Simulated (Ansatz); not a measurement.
Input and output for diamond Si (110), 3 layers: DFT, PBEsol, PAW with Ansatz's default frozen-core files, scalar-relativistic (Ansatz 0.2.0).

The slab is cut from a bulk crystal relaxed on PAW files (its atoms may have been relaxed since).

Command: `ansatz run input.yaml --threads 2 --pin off --max-ram 4096MiB --backend cpu --events-out ev --progress --plain --runs-dir out` It took 5.3 s on 2 threads of Intel(R) Xeon(R) 6975P-C (Granite Rapids), on a shared host, peak memory 0.6 GiB.

```yaml
crystal:
  lattice:
    - [3.8418213899, 0.0, 0.0]
    - [0.0, 5.4331559138, 0.0]
    - [0.0, 0.0, 19.8418]
  atoms:
    - { symbol: Si, position: [0.75, 0.125, 0.4031886878] }
    - { symbol: Si, position: [0.25, 0.875, 0.4031886878] }
    - { symbol: Si, position: [0.25, 0.625, 0.5] }
    - { symbol: Si, position: [0.75, 0.375, 0.5] }
    - { symbol: Si, position: [0.75, 0.125, 0.5968113122] }
    - { symbol: Si, position: [0.25, 0.875, 0.5968113122] }
kpoints:
  mp_grid: { grid: [8, 6, 1] }
scf:
  occupations: { method: fermi_dirac, width: 0.02 }
hamiltonian:
  xc: pbesol
  pseudopotentials: { kind: paw }
output:
  forces: true
  stress: true
  eigenvalues: true
  populations: true
efield:
  axis: 3
  amplitude: 0
  dipole_correction: true
```

Output:

```
Engine: ansatz 0.2.0
Pseudopotentials: kind: paw
Pseudopotential: Si, paw, valence charge 4, recommended cutoff 420 eV (normal), Si.paw.azcp
Functional definition: PBEsol
  exchange = pbesol_x
  correlation = pbesol_c
Crystal: 6 atoms, lattice volume = 414.162 Å³
Basis set: ecut = 420 eV, 8081 PW (Γ), exchange–correlation on 54×80×270 points (8 copies of the dense FFT grid, shifted against one another)
Bands: 18, of which v1, the nominal top of the filled ones, is band 12 counted from 1 (11 counted from 0)
Symmetry: 4 space group operations
k-points: 20 of 48
Non-local potential: Si, projectors of the file, l = 0: 2, l = 1: 2, l = 2: 2
PAW form: soft (Blöchl's): semilocal exchange-correlation on the pseudo side does not see the compensation charge
PAW frozen core: Si, regenerated for the run's functional, and the local potential with it (the file was generated under x = pbe(κ = 0.804, μ = 0.2195149727645171), c = pbe(β = 0.06672455060314922))
PAW one-centre angular grid: Si, 110 points (default); XC on 64 Gauss nodes
Initial density: superposition of atomic densities (neutral atoms: chi_scale 0, normalization atom), corrected by the library's trained network
Initial wavefunctions: pseudopotential atomic-orbital guess
Functional: x = pbesol(κ = 0.804, μ = 0.12345679012345678), c = pbesol(β = 0.046)
SCF iter   1: F=—  HF=-3724.480002 eV  |F-HF|=—  |Δ(HF+E_count)|=         —  Δρ=1.99e-3  dr2=3.02e-2  ethr=1.77e-3  p=0.000 e·Å  D=2.26e-14 V/Å  ΔV_dip=-0.00 eV  dr2_dipole=3.51e-7  V_vac-E_F(+/−)=4.81/4.81 eV  ⟨swp⟩=11.1  Hψ=2970  notcnv=0
efield: sawtooth ramp at fractional position 0.9500 (placed from the atoms, in the widest stretch of the axis that holds none; the zero of the levels goes with the place), width 0.1000; the density the first Hamiltonian is built on has a dipole p = 0.000 e·Å; the dipole correction subtracts the counter field D = 2.26e-14 V/Å, which shifts the + side's vacuum level by -0.00 eV against the − side's; the planar-averaged density in the ramp window peaks in size at 6.4e-6 e/Å³
preconditioner: auto → LDOS  [metal: Δε(μ)=0.013 eV  Ē_g=6.858 eV  σ=0.020 eV  W_gap=0.16  n_scr=30 (ndim 8)  ℏωp=8.9 eV  f_vac=0.575  D(μ)=6.93/eV (n_scr^D=34)  β→1.0]
SCF iter   2: F=—  HF=-3724.478627 eV  |F-HF|=—  |Δ(HF+E_count)|=   1.38e-3  Δρ=6.07e-4  dr2=2.84e-3  ethr=1.26e-4  p=-0.000 e·Å  D=-1.06e-5 V/Å  ΔV_dip=0.00 eV  dr2_dipole=3.31e-7  V_vac-E_F(+/−)=4.83/4.83 eV  ⟨swp⟩=3.5  Hψ=844  notcnv=0  defer=15
SCF iter   3: F=—  HF=-3724.479332 eV  |F-HF|=—  |Δ(HF+E_count)|=   7.05e-4  Δρ=2.35e-4  dr2=8.36e-4  ethr=1.18e-5  p=0.000 e·Å  D=9.32e-7 V/Å  ΔV_dip=-0.00 eV  dr2_dipole=1.63e-9  V_vac-E_F(+/−)=4.82/4.82 eV  ⟨swp⟩=2.9  Hψ=655  notcnv=0  defer=15
SCF iter   4: F=—  HF=-3724.479306 eV  |F-HF|=—  |Δ(HF+E_count)|=   2.58e-5  Δρ=8.22e-5  dr2=7.77e-5  ethr=3.48e-6  p=-0.000 e·Å  D=-5.71e-7 V/Å  ΔV_dip=0.00 eV  dr2_dipole=1.71e-9  V_vac-E_F(+/−)=4.81/4.81 eV  ⟨swp⟩=2.1  Hψ=475  notcnv=0  defer=15
SCF iter   5: F=—  HF=-3724.479179 eV  |F-HF|=—  |Δ(HF+E_count)|=   1.27e-4  Δρ=2.69e-5  dr2=8.85e-6  ethr=3.24e-7  p=0.000 e·Å  D=6.57e-7 V/Å  ΔV_dip=-0.00 eV  dr2_dipole=9.79e-10  V_vac-E_F(+/−)=4.80/4.80 eV  ⟨swp⟩=2.1  Hψ=538  notcnv=0  defer=15
SCF iter   6: F=—  HF=-3724.479180 eV  |F-HF|=—  |Δ(HF+E_count)|=   7.60e-7  Δρ=8.07e-6  dr2=5.23e-7  ethr=3.69e-8  p=0.000 e·Å  D=1.64e-7 V/Å  ΔV_dip=-0.00 eV  dr2_dipole=5.84e-11  V_vac-E_F(+/−)=4.80/4.80 eV  ⟨swp⟩=2.2  Hψ=582  notcnv=0  defer=15
SCF iter   7: F=-3724.479180 eV  HF=-3724.479180 eV  |F-HF|=1.35e-8  |Δ(HF+E_count)|=   2.62e-7  Δρ=1.82e-6  dr2=3.57e-8  ethr=4.17e-10  p=0.000 e·Å  D=2.78e-8 V/Å  ΔV_dip=-0.00 eV  dr2_dipole=2.41e-13  V_vac-E_F(+/−)=4.80/4.80 eV  ⟨swp⟩=11.7  Hψ=2053  notcnv=0
SCF 1 converged in 7 iterations: F = -3724.479180 eV  dr2 = 3.57e-8
  greatest PAW one-centre occupation: 0.669 electrons in one spin orbital (limit 2), on the Si atom at site 1 (counted from 0), in its partial waves of l = 0
SCF converged after 7 iterations
Free energy (F): -3724.479180 eV
Harris-Foulkes:  -3724.479180 eV  (|F-HF|=1.35e-8)
Internal energy: -3724.469534 eV  (E = F + TS)
E sigma→0 (E₀):  -3724.474357 eV
Entropy (-TS):   -0.009646 eV (-1.608 meV/atom)
Fermi energy:    -1.637747 eV
Dipole field:    D = 0.000000 V/Å  (p = 0.000001 e·Å, saw-weighted, corrected)
Work function:   Φ+ = 4.8014 eV   Φ− = 4.8014 eV
Levels:          The Fermi level and band energies are counted from a zero that moves with the ramp; work functions are not
--- Per-component energies (eV) ---
  E_band       = -148.832538
  E_kinetic    = 231.524557
  E_local      = -4355.040639  (includes V_loc(G=0)·N_el)
  E_nonlocal   = 156.555941
  E_hartree    = 2052.141039
  E_xc         = -322.305946
  E_vxc        = -273.064170  (∫ρ·V_xc dr)
  E_paw        = -2991.879782  (= ΣΔE_a)
  E_vpaw       = -13.087962  (= ΣTr[D̂ρ^β])
  E_aug_tail   = 0.000039  (compensation charges beyond the density's cutoff)
  E_efield     = 0.000000  (sawtooth field / dipole correction)
  E_vefield    = 0.000000  (∫n·V_field dr)
  E_ewald      = 1504.345892
  E_core_change = 0.189364  (= ΣΔE_core)
  E_smearing   = -0.009646  (= −TS)
  E_closure    = -0.000000  (closes the sum)
  Σ components = -3724.479180   (vs F -3724.479180, Δ=0.00e0)
--- Forces (eV/Å), atoms counted from 1 ---
  atom   1  Si     0.00000000    -0.55989449     0.24999045
  atom   2  Si    -0.00000000     0.55989449     0.24999045
  atom   3  Si     0.00000000     0.07475043    -0.00000078
  atom   4  Si    -0.00000000    -0.07475043    -0.00000078
  atom   5  Si     0.00000000    -0.55989537    -0.24999028
  atom   6  Si    -0.00000000     0.55989537    -0.24999028
  max |Σ_I F_I| component: 1.21e-6 eV/Å
--- Stress (GPa, compression-positive) ---
       -0.641787      -0.000000      -0.000000
       -0.000000      -0.716281      -0.000000
       -0.000000      -0.000000      -0.743151
  P = ⅓ Tr σ = -0.7004 GPa (-7.004 kbar)
--- Band table (eV; the first three rows and the last of 20) ---
  k-point 0: bands = ["-12.8326", "-11.1139", "-9.6640", "-8.5393", "-6.1703", "-4.9467", "-4.7183", "-3.8943", "-2.6964", "-2.4396", "-2.2704", "-1.8007", "-1.4301", "-0.3177", "0.2286", "0.9829", "1.4512", "1.4536"]
  k-point 1: bands = ["-12.7191", "-11.0715", "-10.2534", "-7.9526", "-6.6554", "-4.6704", "-4.4160", "-3.7988", "-2.7807", "-2.6760", "-2.2354", "-2.0282", "-0.9944", "-0.1690", "-0.1436", "0.9634", "1.1764", "1.6096"]
  k-point 2: bands = ["-12.3829", "-11.0977", "-10.9794", "-7.2471", "-7.1492", "-4.8562", "-3.7480", "-3.5203", "-2.8531", "-2.6339", "-2.5331", "-1.6641", "-1.2728", "-0.7610", "0.2390", "0.8191", "1.2581", "1.8454"]
  k-point 19: bands = ["-10.4780", "-10.4780", "-8.8049", "-8.8049", "-8.2631", "-8.2631", "-4.7223", "-4.7223", "-4.1021", "-4.1021", "-2.2956", "-2.2956", "-1.0954", "-1.0954", "1.7967", "1.7967", "2.3421", "2.3421"]
--- Löwdin populations: 6 sites ---
  site symbol       q [e]
     0     Si      3.9584
     1     Si      3.9584
     2     Si      3.9383
     3     Si      3.9383
     4     Si      3.9584
     5     Si      3.9584
  spilling = 0.012076 (of n_electrons = 24.000000)
```

populations.tsv:

```
# site	symbol	l	j	q
# orbitals = lowdin
# n_electrons = 24.000000
# spilling = 0.012076
0	Si	0_3S	-	1.352752
0	Si	1_3P	-	2.605644
1	Si	0_3S	-	1.352752
1	Si	1_3P	-	2.605644
2	Si	0_3S	-	1.238002
2	Si	1_3P	-	2.700295
3	Si	0_3S	-	1.238002
3	Si	1_3P	-	2.700295
4	Si	0_3S	-	1.352752
4	Si	1_3P	-	2.605644
5	Si	0_3S	-	1.352752
5	Si	1_3P	-	2.605644
```

Next run (atoms relaxed), as changes to the input before:

```diff
   eigenvalues: true
-  populations: true
+  write_density: true
+  write_potential: true
+  elf: true
+  volumetric_format: npy
+relax:
+  f_tol: 0.01
+  max_steps: 40
 efield:
```

Results part of the output:

```
Warning: output.stress: scf.convergence.dr2_threshold = 1e-7 eV (the SCF's general default) is looser than the 6e-10 eV advised for a printed stress (1e-10 eV for each atom of the cell: 6). What an SCF threshold leaves in a stress goes as its square root, and in the free energy as the threshold itself, and one threshold admits the most on a small cell: of the crystals measured, under no hybrid fun
WARN: The input density's exchange-correlation potential varies sharply where the density is thin. Do not read a vacuum level from v_tot or v_xc, or from such a field of the output density. On a cell that repeats whose density bears no net charge and no dipole along the vacuum's axis use v_es (v_loc + v_h of the components); under efield.dipole_correction with no amplitude use v_es + v_field, which holds any external_charges[].barrier, or the levels of the report's work_function block, which leave it out; under a non-zero efield.amplitude the vacuum is tilted and has no level; on a cell that repeats and bears such a dipole with no correction it is tilted too, and efield.dipole_correction with no amplitude gives each side of its ramp a level where efield: is served; in a cell that repeats whose density bears a net charge (total_charge, or a fill off its count) it is curved and has none; of a slab under crystal.periodic whose density bears no net charge use v_es, which has a level on each side, short of where the two are joined; of another it falls or rises all the way out and has none; of a slab beside external_charges read slab_vacuum_level instead, which it has where they leave it neutral. The grid or the basis barely resolves most such structure, and the values can differ between equally converged runs; as a rule a tighter scf.convergence.dr2_threshold does not remove it. Where the density itself ripples (under the LDA too) a higher basis.ecutwfc lessens it. The files hold the spikes' plane waves up to the density's cutoff. Files: v_tot and the like, and their columns of v_z.tsv (output.write_potential); v_xc and the like, and their columns of v_comp_z.tsv (output.write_potential_components); where files of the output density stand in their place, no point of their own thin density is over the threshold below, and this is of outcome.potential() and, of a run that writes arrays (npy), the arrays of these names. Measured: with its Gaussian average of σ = 0.25 Å subtracted twice, the exchange-correlation potential is over 0.1 eV at 28 of the grid points where the equally averaged density (valence and model cores) is under 1e-3 e/Å³, and 0.125 eV at the most among them, at an averaged density of 9.3e-9 e/Å³. See output.write_potential in the manual, Limitations
SCF converged after 5 iterations
Free energy (F): -3724.585640 eV
Harris-Foulkes:  -3724.585640 eV  (|F-HF|=1.82e-8)
Internal energy: -3724.577540 eV  (E = F + TS)
E sigma→0 (E₀):  -3724.581590 eV
Entropy (-TS):   -0.008099 eV (-1.350 meV/atom)
Fermi energy:    -1.665904 eV
Dipole field:    D = 0.000000 V/Å  (p = 0.000000 e·Å, saw-weighted, corrected)
[... lines left out ...]
  k-point 19: bands = ["-10.7375", "-10.7375", "-8.9673", "-8.9673", "-8.5426", "-8.5426", "-4.7777", "-4.7777", "-4.2297", "-4.2297", "-2.2126", "-2.2126", "-0.9192", "-0.9192", "1.6695", "1.6695", "2.4729", "2.4729"]
--- Relaxed structure (4 steps of the walk, 4 accepted, 0 SCFs on fresh bases) ---
  F+E_penalty+E_count = -3724.58563972 eV   max|allowed force component| = 5.641e-3 eV/Å
  atoms:
    - { symbol: Si, position: [0.75, 0.11579925443107189, 0.4085407519229603] }
    - { symbol: Si, position: [0.25, 0.8842007455689282, 0.4085407519229603] }
    - { symbol: Si, position: [0.25, 0.6199621174751051, 0.499999999139206] }
    - { symbol: Si, position: [0.75, 0.380037882524895, 0.499999999139206] }
    - { symbol: Si, position: [0.75, 0.11579924211286545, 0.5914592489378336] }
    - { symbol: Si, position: [0.25, 0.8842007578871345, 0.5914592489378336] }
```

Next run (no images along the normal), as changes to the input before:

```diff
   atoms:
-    - { symbol: Si, position: [0.75, 0.125, 0.4031886878] }
-    - { symbol: Si, position: [0.25, 0.875, 0.4031886878] }
-    - { symbol: Si, position: [0.25, 0.625, 0.5] }
-    - { symbol: Si, position: [0.75, 0.375, 0.5] }
-    - { symbol: Si, position: [0.75, 0.125, 0.5968113122] }
-    - { symbol: Si, position: [0.25, 0.875, 0.5968113122] }
+    - { symbol: Si, position: [0.75, 0.1157992544, 0.4085407519] }
+    - { symbol: Si, position: [0.25, 0.8842007456, 0.4085407519] }
+    - { symbol: Si, position: [0.25, 0.6199621175, 0.4999999991] }
+    - { symbol: Si, position: [0.75, 0.3800378825, 0.4999999991] }
+    - { symbol: Si, position: [0.75, 0.1157992421, 0.5914592489] }
+    - { symbol: Si, position: [0.25, 0.8842007579, 0.5914592489] }
+  periodic: [true, true, false]
 kpoints:
   eigenvalues: true
-  write_density: true
-  write_potential: true
-  elf: true
-  volumetric_format: npy
-relax:
-  f_tol: 0.01
-  max_steps: 40
-efield:
-  axis: 3
-  amplitude: 0
-  dipole_correction: true
```

Results part of the output:

```
Warning: crystal.periodic: the lattice vector that does not repeat stood 0.000° off the slab's normal, 19.842 Å along it as the deck builds it. The run solves the slab on a vector along the normal, 31.059 Å long, with every atom where it was (on the deck's vector they left 16.21 Å outside them, and the widest stretch free of ions among them is 1.81 Å). A fractional position that the run reports is
SCF 1 converged in 7 iterations: F = -3724.585644 eV  dr2 = 2.20e-8
  greatest PAW one-centre occupation: 0.668 electrons in one spin orbital (limit 2), on the Si atom at site 5 (counted from 0), in its partial waves of l = 0
SCF converged after 7 iterations
Free energy (F): -3724.585644 eV
Harris-Foulkes:  -3724.585644 eV  (|F-HF|=2.51e-8)
Internal energy: -3724.577544 eV  (E = F + TS)
E sigma→0 (E₀):  -3724.581594 eV
Entropy (-TS):   -0.008100 eV (-1.350 meV/atom)
Fermi energy:    -4.825996 eV
--- Per-component energies (eV) ---
  E_band       = -228.199282
  E_kinetic    = 236.019856
  E_local      = -15023.036571  (includes V_loc(G=0)·N_el)
  E_nonlocal   = 158.095950
  E_hartree    = 7344.998440
  E_xc         = -324.308038
  E_vxc        = -275.652009  (∫ρ·V_xc dr)
  E_paw        = -2992.504776  (= ΣΔE_a)
  E_vpaw       = -13.634500  (= ΣTr[D̂ρ^β])
  E_aug_tail   = 0.000038  (compensation charges beyond the density's cutoff)
  E_ewald      = 6875.968193
  E_core_change = 0.189364  (= ΣΔE_core)
  E_smearing   = -0.008100  (= −TS)
  E_closure    = -0.000000  (closes the sum)
  Σ components = -3724.585644   (vs F -3724.585644, Δ=0.00e0)
--- Forces (eV/Å), atoms counted from 1 ---
  atom   1  Si    -0.00000000     0.00557250     0.00095708
  atom   2  Si    -0.00000000    -0.00557250     0.00095708
  atom   3  Si     0.00000000     0.00226754     0.00000000
  atom   4  Si     0.00000000    -0.00226754     0.00000000
  atom   5  Si    -0.00000000     0.00557250    -0.00095708
  atom   6  Si    -0.00000000    -0.00557250    -0.00095708
  max |Σ_I F_I| component: 1.39e-17 eV/Å
--- 2D stress c σ (N/m, compression-positive) ---
        0.786794       0.000000       0.000000
        0.000000       1.664944       0.000000
        0.000000       0.000000       0.000000
  P = ½ c Tr σ = 1.2259 N/m
--- Band table (eV; the first three rows and the last of 20) ---
  k-point 0: bands = ["-16.2879", "-14.4578", "-12.9865", "-11.9107", "-9.2635", "-8.1226", "-8.0795", "-7.4093", "-6.2073", "-5.5586", "-5.2469", "-5.1163", "-4.5044", "-3.8235", "-2.6349", "-2.3399", "-1.8414", "-1.5619"]
  k-point 1: bands = ["-16.1722", "-14.4193", "-13.6299", "-11.2541", "-9.7634", "-8.0591", "-7.5128", "-7.3118", "-6.1899", "-5.6997", "-5.4879", "-5.3779", "-4.1619", "-3.6658", "-2.9440", "-2.4178", "-1.9739", "-1.3518"]
  k-point 2: bands = ["-15.8285", "-14.5132", "-14.3366", "-10.3897", "-10.3553", "-8.0930", "-7.0268", "-6.8090", "-6.1541", "-6.0165", "-5.9849", "-4.8432", "-4.5915", "-3.5659", "-3.2056", "-2.5137", "-1.9766", "-0.9856"]
  k-point 19: bands = ["-13.8974", "-13.8974", "-12.1274", "-12.1274", "-11.7026", "-11.7026", "-7.9377", "-7.9377", "-7.3898", "-7.3898", "-5.3727", "-5.3727", "-4.0793", "-4.0793", "-1.4905", "-1.4905", "-0.6872", "-0.6872"]
```

Next run (core holes in 2p of Si), as changes to the input before:

```diff
-  periodic: [true, true, false]
 kpoints:
   eigenvalues: true
+  core_levels:
+    shells: { Si: ["2p"] }
+    counted_from: conduction_bottom
+    add_spin: false
```

Command: `ansatz run input.yaml --threads 2 --pin off --max-ram 4096MiB --backend cpu --events-out ev --progress --plain --runs-dir out` It took 17 s on 2 threads of Intel(R) Xeon(R) 6975P-C (Granite Rapids), on a shared host, peak memory 0.66 GiB.

Results part of the output:

```
SCF 1 converged in 7 iterations: F = -3724.585640 eV  dr2 = 2.11e-8
  greatest PAW one-centre occupation: 0.668 electrons in one spin orbital (limit 2), on the Si atom at site 5 (counted from 0), in its partial waves of l = 0
── core hole 1/2: 2p of Si 0 ──
── 2p of Si 0: 98.352 eV over the cell without the hole, in 10 iterations ──
── core hole 2/2: 2p of Si 2 ──
── 2p of Si 2: 98.762 eV over the cell without the hole, in 9 iterations ──
SCF converged after 7 iterations
Free energy (F): -3724.585640 eV
Harris-Foulkes:  -3724.585640 eV  (|F-HF|=1.63e-9)
Internal energy: -3724.577539 eV  (E = F + TS)
E sigma→0 (E₀):  -3724.581590 eV
Entropy (-TS):   -0.008100 eV (-1.350 meV/atom)
Fermi energy:    -1.665598 eV
--- Per-component energies (eV) ---
  E_band       = -152.349684
  E_kinetic    = 236.019868
  E_local      = -4521.776069  (includes V_loc(G=0)·N_el)
  E_nonlocal   = 158.095968
  E_hartree    = 2132.294786
  E_xc         = -324.308046
  E_vxc        = -275.652020  (∫ρ·V_xc dr)
  E_paw        = -2992.504780  (= ΣΔE_a)
  E_vpaw       = -13.634505  (= ΣTr[D̂ρ^β])
  E_aug_tail   = 0.000038  (compensation charges beyond the density's cutoff)
  E_ewald      = 1587.411332
  E_core_change = 0.189364  (= ΣΔE_core)
  E_smearing   = -0.008100  (= −TS)
  E_closure    = -0.000000  (closes the sum)
  Σ components = -3724.585640   (vs F -3724.585640, Δ=0.00e0)
--- Forces (eV/Å), atoms counted from 1 ---
  atom   1  Si     0.00000000     0.00556956     0.00095971
  atom   2  Si    -0.00000000    -0.00556956     0.00095971
  atom   3  Si     0.00000000     0.00227350     0.00000000
  atom   4  Si    -0.00000000    -0.00227350     0.00000000
  atom   5  Si     0.00000000     0.00556956    -0.00095971
  atom   6  Si    -0.00000000    -0.00556956    -0.00095971
  max |Σ_I F_I| component: 2.08e-17 eV/Å
--- Stress (GPa, compression-positive) ---
        0.396462      -0.000000       0.000000
       -0.000000       0.839090       0.000000
        0.000000       0.000000      -0.002730
  P = ⅓ Tr σ = 0.4109 GPa (4.109 kbar)
--- Band table (eV; the first three rows and the last of 20) ---
  k-point 0: bands = ["-13.1275", "-11.2974", "-9.8261", "-8.7503", "-6.1031", "-4.9622", "-4.9191", "-4.2489", "-3.0469", "-2.3982", "-2.0865", "-1.9559", "-1.3440", "-0.6631", "0.5255", "0.8205", "1.3190", "1.5985"]
  k-point 1: bands = ["-13.0118", "-11.2589", "-10.4695", "-8.0937", "-6.6030", "-4.8987", "-4.3524", "-4.1514", "-3.0295", "-2.5393", "-2.3275", "-2.2175", "-1.0015", "-0.5054", "0.2164", "0.7426", "1.1865", "1.8072"]
  k-point 2: bands = ["-12.6681", "-11.3528", "-11.1762", "-7.2293", "-7.1949", "-4.9326", "-3.8664", "-3.6486", "-2.9937", "-2.8561", "-2.8245", "-1.6828", "-1.4311", "-0.4055", "-0.0452", "0.6467", "1.1838", "2.1738"]
  k-point 19: bands = ["-10.7370", "-10.7370", "-8.9670", "-8.9670", "-8.5422", "-8.5422", "-4.7773", "-4.7773", "-4.2294", "-4.2294", "-2.2123", "-2.2123", "-0.9189", "-0.9189", "1.6699", "1.6699", "2.4732", "2.4732"]
--- Core levels from the conduction bottom, as differences alone (as output.core_levels.counted_from types it; a hole's nearest image at 3.8 Å) ---
  the holes have no spin, as output.core_levels.add_spin types it
  atom         alike  shell      binding/eV   shift/eV difference/eV images/eV   SCF
  Si 0             4     2p               –     +0.000        98.352         –    10
  Si 2             2     2p               –     +0.410        98.762         –     9
  the dataset of Si with a 2p hole: scattering error 0.000 eV (0.000 eV in the local channel); free atom: scalar-relativistic, large and small components
  the two lines of Si's 2p: 2p1/2 +0.408 eV and 2p3/2 -0.204 eV off its levels, 1 : 2 in strength
```

The PAW files were made under PBE. Real surfaces of this kind reconstruct, which a 1×1 cell forbids.
